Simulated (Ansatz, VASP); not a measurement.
# Two plane-wave programs on GaH6

```
CELL_PARAMETERS angstrom
-2.55844 2.55844 2.55844
2.55844 -2.55844 2.55844
2.55844 2.55844 -2.55844
ATOMIC_POSITIONS crystal
Ga 0.00000 0.00000 0.00000
H 0.50000 0.75000 0.25000
H 0.50000 0.25000 0.75000
H 0.25000 0.50000 0.75000
H 0.75000 0.50000 0.25000
H 0.75000 0.25000 0.50000
H 0.25000 0.75000 0.50000
```

Alike in both runs: task relaxation of cell and atoms; functional PBE; k mesh 6 × 6 × 6; occupations gaussian, width 0.1 eV; no spin polarisation.

```csv
,VASP,Ansatz
version,VASP 6.6.1,Ansatz 0.2.0
potentials or method,"VASP PAW PBE potentials, release 64 (Ga_d, H)","scalar-relativistic, plane waves, PAW"
plane-wave cutoff (eV),600,420
valence electrons in the cell,19,19
```

```csv
,VASP,Ansatz,Ansatz less VASP
"gap on the k mesh at the Fermi level, each at its own relaxed structure (eV)",none,none,-
relaxed volume (Å³/atom),5.49,5.46,-0.024
relaxed cell length with the largest relative difference (Å),3.682,3.676,-0.0054
energy change over the relaxation (meV/atom),-259,-259,0.0
```

A gap of «none» marks a metal or a gap that the smearing closes.

Caveats: the volume moved by over 15 % at a fixed basis, so the end points are rough.
